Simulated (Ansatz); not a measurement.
# Cobalt, diamond: HSE06 at the PBE geometry

How do the levels and moments change when part of the exchange is made exact, and what does it cost? The cell comes from an earlier PBE relaxation. Exact exchange is dear, so the k-mesh is coarse, and PBE is run on the same mesh for comparison.

Method: DFT, plane waves (420 eV) with PBE-made PAW files, scalar-relativistic; functionals as named at each step, in Ansatz 0.2.0.

## (1) Starting point

It takes space group Fd-3m (No. 227, cubic). The conventional cell has a = 4.938 Å, b = 4.938 Å, c = 4.938 Å, α = 90.00°, β = 90.00°, γ = 90.00°. Around Co (site symmetry -43m) lie 4 Co at 2.14 Å.

Structure file:

```cif
data_structure
_symmetry_space_group_name_H-M 'P 1'
_symmetry_Int_Tables_number 1
_cell_length_a 3.4919
_cell_length_b 3.4919
_cell_length_c 3.4919
_cell_angle_alpha 60.000
_cell_angle_beta 60.000
_cell_angle_gamma 60.000
_cell_volume 30.11
loop_
_atom_site_label
_atom_site_type_symbol
_atom_site_fract_x
_atom_site_fract_y
_atom_site_fract_z
_atom_site_occupancy
Co1 Co 0.12500 0.12500 0.12500 1
Co2 Co 0.87500 0.87500 0.87500 1
```

The atoms start with moments of -1.66 ×2 μB.

## (2) PBE, coarse mesh

The run with PBE.

The input, input.yaml:

```yaml
crystal:
  lattice:
    - [0.0, 2.4691666902, 2.4691666902]
    - [2.4691666902, 0.0, 2.4691666902]
    - [2.4691666902, 2.4691666902, 0.0]
  atoms:
    - { symbol: Co, position: [0.125, 0.125, 0.125], spin: -1.659 }
    - { symbol: Co, position: [0.875, 0.875, 0.875], spin: -1.659 }
hamiltonian:
  xc: pbe
  pseudopotentials:
    kind: paw
    azcp:
      Co: "pseudopotentials/Co.paw.azcp"
basis:
  ecutwfc: 420
  fft_grid_basis: typed
kpoints:
  mp_grid: { grid: [6, 6, 6], shift: [0, 0, 0] }
magnetization:
  spin_polarized: true
scf:
  occupations: { method: fermi_dirac, width: 0.1 }
```

On the command line:

```
$ ansatz run input.yaml --threads 4 --pin off --max-ram 8192MiB --backend cpu --events-out ev --progress --plain --runs-dir out
```

Log, shortened:

```text
Warning: RAYON_NUM_THREADS=4 ignored (pool sized by the plan → 4); use --threads N
[...]
Pseudopotentials: kind: paw
Pseudopotential: Co, paw, valence charge 17, recommended cutoff 420 eV (normal), <dir>
Functional definition: PBE
[...]
Crystal: 2 atoms, lattice volume = 30.108 Å³
Basis set: ecut = 420 eV, 609 PW (Γ)
Bands: 23, of which v1, the nominal top of the filled ones, is band 17 counted from 1 (16 counted from 0)
Symmetry: 48 space group operations
Space group: Fd-3m (ITA 227), of the structure as read, at distance tolerance 3.1e-5 Å
Magnetic group: BNS 227.128 (UNI 1630), of the structure as read, at distance tolerance 3.1e-5 Å
k-points: 16 of 216
[...]
Starting moments: Σ|m| = 3.318 μB on 2 of 2 sites
[...]
SCF iter   1: F=—  HF=-10247.862829 eV  |F-HF|=—  |Δ(HF+E_count)|=         —  Δρ=1.26e-1 (↑7.66e-2 ↓1.26e-1)  dr2=6.63e-1  dr2_m=2.68e0  M=-1.431 μB ∫|m|=1.457 μB  β_m=0.30  ethr=1.94e-3  ⟨swp⟩=1.0  Hψ=3811  notcnv=0
[...]
spin=Collinear: Kerker preconditioning applied to the charge; magnetization (m = ρ↑ − ρ↓) channel mixes plain (no charge-response kernel on spin).
[...]
Starting moments: Σ|m| = 3.318 μB on 2 of 2 sites; this step starts from the density that it was given
[...]
spin=Collinear: Kerker preconditioning applied to the charge; magnetization (m = ρ↑ − ρ↓) channel mixes plain (no charge-response kernel on spin).
[...]
this SCF's setup event announced max_iter 8: a cap that the engine derives, which gives way to 184 iterations because this look along open shells stands lower than the state that it set out from. From here on the SCF can send more iterations than it announced.
[...]
spin=Collinear: Kerker preconditioning applied to the charge; magnetization (m = ρ↑ − ρ↓) channel mixes plain (no charge-response kernel on spin).
SCF iter   2: F=-10249.678604 eV  HF=-10249.678604 eV  |F-HF|=2.09e-10  |Δ(HF+E_count)|=   5.04e-9  Δρ=2.46e-6 (↑8.98e-7 ↓2.46e-6)  dr2=2.40e-9  dr2_m=3.37e-10  M=-2.952 μB ∫|m|=3.139 μB  ethr=3.08e-11  ⟨swp⟩=2.8  Hψ=1496  notcnv=0
[...]
at 1 of the mixer's solves, all of them in the SCFs whose states led to this one, it left a direction of its history that read negative out of its fit and stepped the other way along it
SCF converged after 2 iterations
Magnetization: -2.9517 μB (15.5241 up, 18.4759 down)
Absolute magnetization: 3.1407 μB (∫|ρ↑−ρ↓|, with the PAW one-centre terms)
Spin contamination: 0.0479 ħ² per cell (⟨S²⟩ above its minimum at these occupations)
Per-site moments (μB) at R_I (Å): [(-1.484345780161754, 0.8820739454552601), (-1.4843457801617541, 0.8820739454552601)]
Free energy (F): -10249.678604 eV
[...]
E sigma→0 (E₀):  -10249.628669 eV
Entropy (-TS):   -0.099870 eV (-49.935 meV/atom)
Fermi energy:    12.191499 eV
[...]
--- Band table (eV; the first three rows and the last of 32) ---
  k-point 0 ↑: bands = ["-81.8426", "-81.6016", "-45.2678", "-45.2678", "-45.2678", "-44.8658", "-44.8658", "-44.8658", "5.4187", "10.1427", "10.1427", "10.1994", "10.1994", "10.1994", "12.0868", "12.0868", "12.0868", "13.6540", "13.6540", "25.5953", "25.5953", "25.5953", "25.9318"]
[...]
```

Wall time 2.7 s (4 threads of Intel Xeon Platinum 8375C at 2.90GHz (Ice Lake), shared host); peak memory 0.36 GiB.

## (3) HSE06 on the coarse mesh

The run with HSE06.

input.yaml, as its differences from that of step 2:

```diff
@@ -9,3 +9,3 @@
 hamiltonian:
-  xc: pbe
+  xc: hse06
   pseudopotentials:
```

On the command line:

```
$ ansatz run input.yaml --threads 4 --pin off --max-ram 8192MiB --backend cpu --events-out ev --progress --plain --runs-dir out
```

Log, shortened:

```text
Warning: RAYON_NUM_THREADS=4 ignored (pool sized by the plan → 4); use --threads N
[...]
[... 2 set-up lines as earlier in the session ...]
Functional definition: HSE06
[...]
Crystal: 2 atoms, lattice volume = 30.108 Å³
Basis set: ecut = 420 eV, 609 PW (Γ)
Bands: 23, of which v1, the nominal top of the filled ones, is band 17 counted from 1 (16 counted from 0)
[... 2 set-up lines as earlier in the session ...]
Magnetic group: BNS 227.128 (UNI 1630), of the structure as read, at distance tolerance 3.1e-5 Å
k-points: 16 of 216
[...]
Starting moments: Σ|m| = 3.318 μB on 2 of 2 sites
[...]
hybrid SCF converged: 3 outer / 19 inner (+24 warm-up), last move |dexx| = 7.31e-6 eV, tail = 2.56e-7 eV
Magnetization: -3.6707 μB (15.1646 up, 18.8354 down)
Absolute magnetization: 4.5651 μB (∫|ρ↑−ρ↓|, with the PAW one-centre terms)
Spin contamination: 0.2837 ħ² per cell (⟨S²⟩ above its minimum at these occupations)
Per-site moments (μB) at R_I (Å): [(-2.030602719129399, 0.8820739454552601), (-2.030602719129399, 0.8820739454552601)]
Free energy (F): -10245.382534 eV
Frozen-core exchange: fock
[...]
E sigma→0 (E₀):  -10245.366661 eV
Entropy (-TS):   -0.031745 eV (-15.872 meV/atom)
Fermi energy:    12.440060 eV
[...]
--- Band table (eV; the first three rows and the last of 32) ---
[... band rows left out ...]
[...]
  guard bands above this table: 2 of the run's 23 bands, where the rule asks 3: the bands that hold charge and the lowest empty level above them stay in the table. The solve was not asked for them (output.publish_guard_bands: true or output.eigenvalues: true publishes all)
```

Run time: 8.8 s. Hardware: 4 threads of Intel Xeon Platinum 8375C at 2.90GHz (Ice Lake), shared host; peak memory 0.98 GiB.

## (4) The functionals compared

```
functional               gap on the mesh  Fermi energy (eV)                         magnetic state  SCF cycles  exchange loops  CPU time
       PBE  none (levels filled in part)             12.191  ferromagnetic, up to 1.48 μB per atom          24               -     7.9 s
     HSE06  none (levels filled in part)             12.440  ferromagnetic, up to 2.03 μB per atom          43               3      30 s
```

## (5) What came out

```
                         quantity                                  value
                         PBE: gap           none (levels filled in part)
              PBE: magnetic state  ferromagnetic, up to 1.48 μB per atom
                       HSE06: gap           none (levels filled in part)
            HSE06: magnetic state  ferromagnetic, up to 2.03 μB per atom
HSE06: SCF cycles, exchange loops                                  43, 3
 HSE06: CPU time over that of PBE                                    3.7
```

Neither PBE nor HSE06 shows a clean gap on this mesh. Moments change from 1.48 μB to 2.03 μB at most; exact exchange favours larger moments in itinerant magnets. The hybrid took 3.7 times as much CPU time as PBE on the same settings. HSE06 needed 3 outer loops of the exchange operator. The total energies in the logs cannot be compared from one functional to another.
